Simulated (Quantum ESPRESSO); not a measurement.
The system is MoP.

```xyz
2
Lattice="3.2230 0.0000 0.0000 -1.6115 2.7912 0.0000 0.0000 0.0000 3.1910" Properties=species:S:1:pos:R:3 pbc="T T T"
Mo    0.0000    0.0000    0.0000
P     0.0000    1.8608    1.5955
```

Base run:

| Quantity | Value |
| --- | --- |
| Program | Quantum ESPRESSO 7.5 |
| Functional | PBEsol |
| Potentials or basis | SSSP 1.3 efficiency PBE |
| Cutoff | 816 eV |
| Density cutoff | 5987 eV |
| k mesh | 10 × 10 × 8 |
| Occupations | fermi-dirac, width 0.05 eV |
| Spin | no spin polarisation |

Its results: band gap on the k mesh none (metal or under the smearing width); pressure -3.1 GPa.

Problem. The run is repeated on the same cell with these changes: hubbard terms from none to Mo d U = 1 eV. What comes out?

Solution. Band gap on the k mesh none (metal or under the smearing width); pressure -5.0 GPa.

Caveats: the potentials were made for another functional, which shifts forces and pressure; U without spin polarisation on a metal has little footing (some runs); the U is typed as a test and isn't derived for this compound (some runs).
